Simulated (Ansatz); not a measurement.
# TePt: relaxation of cell and atoms with r2SCAN

TePt:

```xyz
2
Lattice="3.9549 0.0000 0.0000 -1.9774 3.4250 0.0000 0.0000 0.0000 3.8598" Properties=species:S:1:pos:R:3 pbc="T T T"
Pt    0.0000    0.0000    0.0000
Te    1.9774    1.1417    1.9299
```

Measurements of this composition are mostly on another form, of space group No. 166.

| Quantity | Value |
| --- | --- |
| Program | Ansatz 0.2.0 |
| Task | relaxation of cell and atoms |
| Functional | r2SCAN |
| Potentials or basis | Ansatz PAW |
| Cutoff | 500 eV (not typed: the program's choice for these potentials) |
| k mesh | 8 × 8 × 7 |
| Occupations | fermi-dirac, width 0.05 eV |
| Spin | no spin polarisation |
| Target pressure | 5 GPa |
| Target pressure (GPa) | 5 |

| Property | Result |
| --- | --- |
| Relaxed volume | 21.28 Å³/atom |
| Relaxed cell | a = 3.751 Å, b = 3.751 Å, c = 3.493 Å, α = 90.00°, β = 90.00°, γ = 120.00° |
| Space group after relaxing (to 0.05 Å) | P-6m2 (No. 187) |
| Energy change on relaxing (the enthalpy is what falls) | -203.7 meV/atom |
| Ionic steps | 7 |
| Pressure after relaxing | 5.0 GPa |
| Band gap on the k mesh | none (metal or under the smearing width) |

The path:
```
step  energy change (eV)  largest force (eV/Å)  volume (Å³)
   1              0.0000                0.0000        52.28
   2             -0.3876                0.0000        46.13
   3             -0.3433                0.0000        41.13
   4             -0.4140                0.0000        42.75
   5             -0.4089                0.0000        42.57
   6             -0.4087                0.0000        42.56
   7             -0.4075                0.0000        42.56
```

Final structure:
```
Pt Te
1.0
     3.75090    0.00000    0.00000
    -1.87545    3.24838    0.00000
     0.00000    0.00000    3.49292
Pt Te
1 1
Cartesian
  0.0000 0.0000 0.0000
  1.8755 1.0828 1.7465
```

Levels at points of the mesh, in eV from the Fermi level:
| k point | band 13 | band 14 | band 15 | band 16 | band 17 | band 18 | band 19 | band 20 | band 21 |
| --- | --- | --- | --- | --- | --- | --- | --- | --- | --- |
| (0.00, 0.00, 0.00) | -4.64 | -3.05 | -3.05 | -1.56 | 1.14 | 1.14 | 1.90 | 6.30 | 6.71 |
| (0.00, -0.50, 0.00) | -4.33 | -3.48 | -3.17 | -2.34 | -1.87 | 2.21 | 3.28 | 6.34 | 8.58 |

It took 35 s on 2 threads of Arm Neoverse V2 (shared host), peak memory 0.48 GiB.

Caveat: the volume moved by over 15 % at a fixed basis, so the end points are rough; the plane-wave basis is chosen anew once the cell has moved, so the energies of steps on either side of that aren't comparable; the PAW data sets come from PBE, with cores solved anew for the run's functional, which leaves a small shift of forces and pressure. The run has no spin-orbit coupling, so splittings on Pt, Te are missing.
